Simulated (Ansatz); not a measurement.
# Stress against strain in KCl

```xyz
2
Lattice="3.6340 0.0000 0.0000 0.0000 3.6340 0.0000 0.0000 0.0000 3.6340" Properties=species:S:1:pos:R:3 pbc="T T T"
K     0.0000    0.0000    0.0000
Cl    1.8170    1.8170    1.8170
```

Atoms are numbered in the order listed.

The cell is COD entry 1000050, as deposited and not checked against the literature; nothing was relaxed.

Theory: DFT, PBEsol, all-electron LAPW, scalar-relativistic in Ansatz 0.2.0.

Settings: a Γ-centred 7×7×7 k mesh, Fermi–Dirac smearing of 0.01 eV, basis error target 1 meV/atom, no spin polarisation.

The strain is applied along the Cartesian axes of the cell as listed (the other components stay zero). Fractional coordinates are held (clamped ions).

σ is the change of stress from the unstrained cell, which is at 2.28 GPa; tension is positive, so slopes are stress–strain coefficients at that pressure.

Only quantities that a quadratic follows smoothly over the whole series are listed; rougher ones are left out.

```csv
εxx = εyy,σzz (GPa),σxx (GPa)
-0.0200,-0.73,-1.80
-0.0100,-0.34,-0.86
0.0000,0.00,0.00
0.0200,0.54,1.50
```

Q: Fit the series and read off the stiffness at zero strain.

A: Least-squares fits y = p0 + p1 x + p2 x² to the rows give σzz (GPa): p1 = 31.7, p2 = -240; σxx (GPa): p1 = 82.5, p2 = -380. So 2 C12 = 32 GPa and C11 + C12 = 82 GPa.

Q: One run, at εxx = εyy = 0.0100, is withheld. Predict its row.

A: The fits give 0.29, 0.79; the run gave 0.29, 0.79.
